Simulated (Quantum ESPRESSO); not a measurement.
A calculation with Quantum ESPRESSO 7.5 of Ta2N (native input, structure typed inline):

The input pw.in:

```
&CONTROL
  calculation = 'scf'
  prefix = 'pwscf'
  outdir = './tmp'
  pseudo_dir = './pseudo'
  tprnfor = .true.
  tstress = .true.
  disk_io = 'nowf'
/
&SYSTEM
  ibrav = 0
  nat = 3
  ntyp = 2
  ecutwfc = 60
  ecutrho = 480
  nbnd = 23
  occupations = 'smearing'
  smearing = 'fd'
  degauss = 0.00367493
/
&ELECTRONS
  conv_thr = 6d-10
  electron_maxstep = 120
  mixing_beta = 0.5
/
ATOMIC_SPECIES
Ta   180.9479 Ta_pbe_v1.uspp.F.UPF
N     14.0070 N.pbe-n-radius_5.UPF
CELL_PARAMETERS angstrom
   3.1128615060    0.0000000000    0.0000000000
  -1.5564307530    2.6958171426    0.0000000000
   0.0000000000    0.0000000000    4.8698410000
ATOMIC_POSITIONS crystal
Ta     0.3333333333    0.6666666667    0.2547110000
Ta     0.6666666667    0.3333333333    0.7452890000
N      0.0000000000    0.0000000000    0.0000000000
K_POINTS automatic
10 10 6 0 0 0
```

Potentials or basis: SSSP 1.3 efficiency PBE.

The run is started by

```console
$ OMP_NUM_THREADS=1 pw.x -in pw.in > pw.out
```

The cell comes from a database or a generator and needn't be the stable form of this composition.

Q: Write the same calculation in another form: ASE script, structure from a P1 CIF.

A: As run:

run.py

```python
import numpy as np
from ase.calculators.espresso import Espresso, EspressoProfile
from ase.io import read

atoms = read('Ta2N.cif')

input_data = {
    'control': {'calculation': 'scf', 'prefix': 'pwscf', 'outdir': './tmp', 'tprnfor': True, 'tstress': True, 'disk_io': 'nowf'},
    'system': {'ecutwfc': 60.0, 'ecutrho': 480.0, 'nbnd': 23, 'occupations': 'smearing', 'smearing': 'fd', 'degauss': 0.00367493},
    'electrons': {'conv_thr': 6e-10, 'electron_maxstep': 120, 'mixing_beta': 0.5},
}
pseudopotentials = {'N': 'N.pbe-n-radius_5.UPF', 'Ta': 'Ta_pbe_v1.uspp.F.UPF'}
profile = EspressoProfile(command='pw.x', pseudo_dir='pseudo')
atoms.calc = Espresso(profile=profile, input_data=input_data, pseudopotentials=pseudopotentials, kpts=(10, 10, 6), koffset=(0, 0, 0))

print(f'energy {atoms.get_potential_energy():.8f} eV')
print('forces (eV/A)')
print(np.round(atoms.get_forces(), 6))
print('stress (eV/A^3, Voigt)')
print(np.round(atoms.get_stress(), 8))
print(f'Fermi level {atoms.calc.get_fermi_level():.4f} eV')
```

Contents of Ta2N.cif:

```cif
data_Ta2N
_cell_length_a 3.11286151
_cell_length_b 3.11286151
_cell_length_c 4.86984100
_cell_angle_alpha 90.00000000
_cell_angle_beta 90.00000000
_cell_angle_gamma 120.00000000
_space_group_name_H-M_alt 'P1'
_space_group_name_Hall 'P 1'
_space_group_IT_number 1
loop_
_space_group_symop_operation_xyz
'x,y,z'
loop_
_atom_site_label
_atom_site_type_symbol
_atom_site_symmetry_multiplicity
_atom_site_Wyckoff_symbol
_atom_site_fract_x
_atom_site_fract_y
_atom_site_fract_z
_atom_site_occupancy
Ta1 Ta 1 a 0.3333333333 0.6666666667 0.2547110000 1
Ta2 Ta 1 a 0.6666666667 0.3333333333 0.7452890000 1
N1 N 1 a 0.0000000000 0.0000000000 0.0000000000 1
```

Potentials or basis: SSSP 1.3 efficiency PBE.

Command:

```console
$ OMP_NUM_THREADS=1 python run.py
```

Both were run:

|  | native input, structure typed inline | ASE script, structure from a P1 CIF |
| --- | --- | --- |
| Pressure | -1.5 GPa | -1.5 GPa |
| Band gap on the k mesh | none (metal or under the smearing width) | none (metal or under the smearing width) |

Keys that steer only the numerical path or the files written may differ.
